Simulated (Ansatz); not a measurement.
# Ba: an axial (c/a) deformation path

An exercise on one series of results from a longer session: the logs are not shown, and one member is left open.

Method: DFT PBE, scalar-relativistic, plane waves, PAW, in Ansatz 0.2.0.

**Starting point**

It takes space group P6/mmm (No. 191, hexagonal). Conventional cell: a = 4.312 Å, b = 4.312 Å, c = 3.913 Å, α = 90.00°, β = 90.00°, γ = 120.00°. Ba (site symmetry 6/mmm) is surrounded by 8 Ba at 3.91 to 4.31 Å.

As a file:

```
CELL_PARAMETERS angstrom
4.31161 0.00000 0.00000
-2.15581 3.73397 0.00000
0.00000 0.00000 3.91341
ATOMIC_POSITIONS crystal
Ba 0.00000 0.00000 0.00000
```

The structure comes from the Materials Project (structure only).

Set-up of the first run:

input.yaml

```yaml
crystal:
  lattice:
    - [4.3116136979, 0.0, 0.0]
    - [-2.155806849, 3.7339669937, 0.0]
    - [0.0, 0.0, 3.9134133]
  atoms:
    - { symbol: Ba, position: [0.0, 0.0, 0.0] }
basis:
  ecutwfc: 420
kpoints:
  mp_grid: { grid: [6, 6, 6] }
hamiltonian:
  xc: pbe
scf:
  occupations: { method: gaussian, width: 0.1 }
output:
  forces: true
  stress: true
  eigenvalues: true
```

Among the steps run: Quick check of gap, pressure and forces; The reference: the undisturbed cell on the scan's mesh; At ρ = 0.850; At ρ = 1.200; At ρ = 0.920; ρ = 1.100; ρ = 0.960; ρ = 1.050; Point ρ = 0.800; Point ρ = 1.300.

One table of the session follows, with a row left open; its other results are not shown here.

```
    ρ  ΔE (meV/atom)  pressure (GPa)
0.800          296.8             0.3
0.850              ?               ?
0.920           49.3             0.0
0.960           15.3            -0.1
1.000            0.0            -0.1
1.050            1.9            -0.1
1.100           21.0             0.0
1.200           93.7             0.3
1.300          197.9             0.7
```

Q: Estimate the row for ρ = 0.850 from the others.

Worked estimate for «ΔE (meV/atom)». A straight line through the neighbours (0.800, 296.8) and (0.920, 49.3) gives 296.8 + (49.3 − 296.8) × (0.850 − 0.800) / (0.920 − 0.800) = 193.7; a parabola fitted to 3 rows on both sides gives 167.2.

**Answer.** ΔE (meV/atom): 163.8; pressure (GPa): 0.1. In «ΔE (meV/atom)» the line misses by +29.9 and the parabola by +3.4.
